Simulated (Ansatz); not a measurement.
A single-point calculation of SrO, CsCl type with Ansatz 0.2.0, at the level r2SCAN. The cell was relaxed with r2SCAN and then strained (xy shear, engineering strain (angle) +5.52 %), with the atoms relaxed again with r2SCAN; k points keep the names of the unstrained zone.

```yaml
crystal:
  lattice:
    - [3.1028650671, 0.0856390759, 0.0]
    - [0.0856390759, 3.1028650671, 0.0]
    - [0.0, 0.0, 3.1028650671]
  atoms:
    - { symbol: Sr, position: [0.0, 0.0, 0.0] }
    - { symbol: O, position: [0.5, 0.5, 0.5] }
kpoints:
  mp_grid: { grid: [8, 8, 8] }
  band_path:
    path:
      - [0.0, 0.0, 0.0]
      - [0.0, 0.5, 0.0]
      - [0.5, 0.5, 0.0]
      - [0.5, 0.5, 0.5]
      - [0.0, 0.5, 0.5]
    npoints: 1
hamiltonian:
  xc: r2scan
scf:
  occupations: { method: fixed }
  n_extra_bands: 4
output:
  forces: true
  stress: true
  eigenvalues: true
```

In the abridged output below, numbers in square brackets stand for lines, or ends of lines, that were taken out.
```
Functional definition: r2SCAN
Crystal: 2 atoms, lattice volume = 29.851 Å³
Basis set: ecut = 500 eV, 753 PW (Γ)
Bands: 12, of which v1, the nominal top of the filled ones, is band 8 counted from 1 (7 counted from 0)
[1]
SCF 1 converged in 7 iterations: F = -4126.292944 eV  dr2 = 1.03e-9
NSCF: frozen V_eff on 5 k-points
Free energy (F): -4126.292944 eV
[2]
--- Stress (GPa, compression-positive) ---
[3]
--- Band table (eV; the first three rows and the last of 105) ---
[4]
```

The rows of the band table are 0: (0, 0, 0) = Γ, 1: (0, 0, 1/8), 2: (0, 0, 1/4), 104: (-1/2, -1/2, -1/2) = R.

Task: What stood in the gaps? They hold the stress, the Fermi energy and the band table, the symmetry found.

Result:
```
[1]
Symmetry: 8 space group operations
Space group: Cmmm (ITA 65)
[2]
Fermi energy:    9.992508 eV
[3]
        0.381885      -0.188787       0.000000
       -0.188787       0.381885       0.000000
        0.000000       0.000000       0.357882
  P = ⅓ Tr σ = 0.3739 GPa (3.739 kbar)
[4]
  k-point 0: bands = […, -5.4727, -5.4584, -5.4507, 9.9301, 9.9420, 9.9573, 13.3090, 13.3353, 15.5992, 21.1952]
  k-point 1: bands = […, -5.4406, -5.4230, -5.2534, 9.3561, 9.8414, 9.8811, 13.4735, 14.0530, 16.2497, 20.9890]
  k-point 2: bands = […, -5.3617, -5.3553, -4.9329, 8.2786, 9.5588, 9.7545, 13.8414, 15.7998, 17.7838, 20.3150]
  k-point 104: bands = […, -6.6507, -6.4608, -5.8567, 7.0306, 7.0572, 7.0857, 18.7082, 19.0784, 19.4785, 23.9331]
```
The trailing digits, and the zero of the energies, depend on the potentials and thresholds.

The r2SCAN gap is indirect, 3.32 eV (M to Γ), below the direct gap of 3.35 eV at Γ. Edges are sought over the mesh and the listed points. The mean pressure at these positions is +0.37 GPa, compression counted positive.

Run as `ansatz run input.yaml --threads 4 --pin off --max-ram 3686MiB --backend cpu --events-out ev --progress --plain --runs-dir out`. It took 3.6 s on 4 threads of Arm Neoverse N1, with other jobs on the host, load about 0.9 per core; peak host memory 0.44 GiB.

Values at 0 K without nuclear motion; spin polarisation is off, and the phase may be a hypothetical one.
